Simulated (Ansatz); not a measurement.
# MgS: the change of pressure with volume scale

All results are calculated (Ansatz 0.2.0). Periodic Kohn-Sham DFT of a crystal at fixed atoms, scaled to volume_scale times the given cell; pressure positive in compression, energy less spherical unpolarised free atoms, largest_vzz the field gradient of largest size among the nuclei.

The cell before it is scaled or strained (space group Fm-3m, No. 225):
```
CELL_PARAMETERS angstrom
0.00000 2.60170 2.60170
2.60170 0.00000 2.60170
2.60170 2.60170 0.00000
ATOMIC_POSITIONS crystal
Mg 0.00000 0.00000 0.00000
S 0.50000 0.50000 0.50000
```

Settings of every row: method all-electron PAW; functional PBE; relativity scalar; k mesh 8x8x8; filling fermi-dirac; smearing width 0.01 eV; nucleus gaussian.

Atom start moment: 0 on all atoms.

```
row  volume scale  V (Å³/atom)  pressure (GPa)
  1          0.94       16.554           6.657
  2          0.96       16.904           4.635
  3          0.98       17.258           2.805
  4          0.99       17.434           1.957
  5             1       17.609           1.151
  6          1.01       17.787           0.384
  7          1.02       17.963               ?
  8          1.04       18.315          -1.698
  9          1.06       18.665          -2.923
```

Question: what pressure should row 7 give?

Worked fit of pressure. Take u = (V_r/V)^(2/3) − 1 with V_r = 17.522 Å³ an atom, which is twice the finite (Eulerian) strain; such expansions in the strain, on which the Birch-Murnaghan equation of state is built, carry the rest volume and the bulk modulus. The shown rows have u = 0.03861, 0.02423, 0.01017, 0.00336, -0.0033, -0.00996, -0.02908, -0.04125. Least squares give pressure = 1.5486 + 119.978 × u + 300.26 × u² + 477 × u³ GPa; a parabola predicts inner rows, each left out in turn, worse (root mean square 0.0082 against 0.005 GPa). The rows lie off it by 0.001, -0.004, 0.005, 0.002, -0.005, 0.001, 0.000, 0.000 (root mean square 0.003 GPa). The pressure vanishes at u = -0.0133, or V = 17.88 Å³ an atom, and there the bulk modulus at fixed shape and fractions is B = −V dP/dV = (2/3)(1 + u) dP/du = 73.8 GPa. The withheld row has u = -0.01643, so the fit gives 1.5486 + 119.978 × (-0.01643) + 300.26 × (-0.01643)² + 477 × (-0.01643)³ = -0.344 GPa.

The calculation gave -0.345 GPa. The fit lies 0.001 GPa (0.01 % of the column's range) above it, one unit of the last digit.
